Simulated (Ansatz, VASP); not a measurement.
# Pd in VASP and in Ansatz

```
Pd
1.0
    -1.36967    1.36967    2.08376
     1.36967   -1.36967    2.08376
     1.36967    1.36967   -2.08376
Pd
1
Cartesian
  0.0000 0.0000 0.0000
```

Alike in both runs: task single point; functional r2SCAN; k mesh 10 × 10 × 10; occupations gaussian, width 0.1 eV; no spin polarisation.

|  | VASP | Ansatz |
| --- | --- | --- |
| version | VASP 6.6.1 | Ansatz 0.2.0 |
| potentials or method | VASP PAW PBE potentials, release 64 (Pd) | scalar-relativistic, plane waves, PAW |
| plane-wave cutoff (eV) | 520 | 500 |
| valence electrons in the cell | 10 | 18 |

|  | VASP | Ansatz | Ansatz less VASP |
| --- | --- | --- | --- |
| gap on the k mesh at the Fermi level (eV) | none | none | - |
| pressure (GPa) | -6.9 | -7.3 | -0.40 |
| largest component of the traceless stress (GPa) | 2.23 | 2.11 | -0.124 |

A gap of «none» marks a metal or a gap that the smearing closes. The two sets of potentials don't hold the same shells in valence.

Caveats: the PAW data sets were made with another functional, which shifts forces and pressure a little (VASP).
